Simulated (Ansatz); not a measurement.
**Stress against strain in BaTiO$_{3}$**

```yaml
crystal:
  lattice:
    - [3.99980, 0.00000, 0.00000]
    - [0.00000, 3.99980, 0.00000]
    - [0.00000, 0.00000, 4.01800]
  atoms:
    - { symbol: Ba, position: [0.00000, 0.00000, 0.00000] }
    - { symbol: Ti, position: [0.50000, 0.50000, 0.50000] }
    - { symbol: O, position: [0.50000, 0.50000, 0.00000] }
    - { symbol: O, position: [0.50000, 0.00000, 0.50000] }
    - { symbol: O, position: [0.00000, 0.50000, 0.50000] }
```

Atoms are numbered in the order listed.

The cell is COD entry 2100860, as deposited and not checked against the literature; nothing was relaxed.

No spin–orbit coupling, which matters for the heavy atoms here.

Level of theory: Ansatz 0.2.0, DFT, PBE, all-electron LAPW, scalar-relativistic.

Numerical set-up: a Γ-centred 7×7×7 k mesh, Fermi–Dirac smearing of 0.03 eV, basis error target 1 meV/atom, no spin polarisation.

The strain is applied along the Cartesian axes of the cell as listed (the other components stay zero). Fractional coordinates are held (clamped ions).

σ is the change of stress from the unstrained cell, which is at 1.69 GPa; tension is positive, so slopes are stress–strain coefficients at that pressure.

Only quantities that a quadratic follows smoothly over the whole series are listed; rougher ones are left out.

```tsv
εxx = εyy	σzz (GPa)	σxx (GPa)
-0.0300	-7.18	-14.72
-0.0200	-4.61	-9.22
0.0000	0.00	0.00
0.0100	2.06	3.83
0.0200	3.95	7.21
0.0300	5.70	10.19
```

(1) Fit the series and read off the stiffness at zero strain.

(2) One run, at εxx = εyy = -0.0100, is withheld. Predict its row.

## Answers

(1) Least-squares fits y = p0 + p1 x + p2 x² to the rows give σzz (GPa): p1 = 214, p2 = -820; σxx (GPa): p1 = 414, p2 = -2500. So C13 + C23 = 214 GPa and C11 + C12 = 414 GPa, for these axes.

(2) The fits give -2.23, -4.41; the run gave -2.22, -4.33.
